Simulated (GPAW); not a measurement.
The system is W.

```xyz
1
Lattice="-1.5823 1.5823 1.5823 1.5823 -1.5823 1.5823 1.5823 1.5823 -1.5823" Properties=species:S:1:pos:R:3 pbc="T T T"
W     0.0000    0.0000    0.0000
```

Base run:

* Program: GPAW 26.7.0
* Functional: RPBE
* Potentials or basis: the program's PAW data sets (release 1.2.1) made for this functional
* Cutoff: 600 eV
* Basis: pw
* k mesh: 12 × 12 × 12
* Occupations: fermi-dirac, width 0.05 eV
* Spin: no spin polarisation

Its results: pressure 9.9 GPa.

Question: After a change of settings the same cell gave: pressure 8.7 GPa. Which change was it?
A. functional from RPBE to LDA; band points from 100 to 60
B. functional from RPBE to PBEsol; potentials or basis from the program's PAW data sets (release 1.2.1) made for this functional to PAW data sets generated in the run's folder for this functional
C. functional from RPBE to revPBE

Answer: C.
